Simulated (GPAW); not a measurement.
C:

```xyz
2
Lattice="0.0000 1.7834 1.7834 1.7834 0.0000 1.7834 1.7834 1.7834 0.0000" Properties=species:S:1:pos:R:3 pbc="T T T"
C     2.6751    2.6751    2.6751
C     1.7834    1.7834    1.7834
```

This isn't the form of C at room conditions, which is graphite.

Base run:

- Program: GPAW 26.7.0
- Functional: r2SCAN
- Potentials or basis: GPAW PAW data sets (gpaw-data 1.2.1)
- Cutoff: 800 eV
- Basis: pw
- k mesh: 10 × 10 × 10
- Occupations: fermi-dirac, width 0.05 eV
- Spin: no spin polarisation

Its results: band gap on the k mesh 4.39 eV, indirect (least direct gap 5.87 eV).

The run is repeated on the same cell with these changes: functional from r2SCAN to C09-vdW. What comes out?

Band gap on the k mesh 4.15 eV, indirect (least direct gap 5.59 eV).

A k mesh can miss the band edges.

Not every run made on this cell is shown here.
